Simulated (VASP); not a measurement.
A run of VASP 6.6.1 is set up as follows.

The input INCAR:

```
SYSTEM = Co
  PREC = Accurate
  ENCUT = 520
  EDIFF = 1E-7
  ISMEAR = 0
  SIGMA = 0.1
  LREAL = .FALSE.
  LASPH = .TRUE.
  NELM = 150
  ALGO = Normal
  ISIF = 2
  LWAVE = .FALSE.
  LCHARG = .FALSE.
  ISPIN = 2
  MAGMOM = 2 2
  LORBIT = 11
  LMAXMIX = 4
  NBANDS = 20
```

The input KPOINTS:

```
Automatic mesh
0
G
  9 9 4
  0 0 0
```

The input POSCAR:

```
Co
1.0
    2.4873648700      0.0000000000      0.0000000000
   -1.2436824400      2.1541211700      0.0000000000
    0.0000000000      0.0000000000      4.0632895000
Co
2
Direct
    0.6666666700      0.3333333300      0.2598610000
    0.3333333300      0.6666666700      0.7401390000
```

Potentials or basis: VASP PAW LDA potentials, release 64 (Co).

The run is started by

```sh
$ cat potpaw_LDA.64/Co/POTCAR > POTCAR
$ mpirun -np 1 vasp_std > vasp.out
```

**Question.** Estimate the site moments.

**Answer.** Co +1.51 μB.

**Question.** What does it give for the largest force?

**Answer.** 0.446 eV/Å.

**Question.** Estimate the net moment.

**Answer.** 3.02 μB per cell.

Stress tensor (GPa, compression positive):
```
-18.63   0.00   0.00
  0.00 -18.63   0.00
  0.00   0.00 -20.40
```

Caveat: the k mesh is coarse (spacing up to 0.39 Å⁻¹), so the values aren't converged; so large a pressure means that the cell lies far from this level's equilibrium, or that cutoff or potentials fall short.
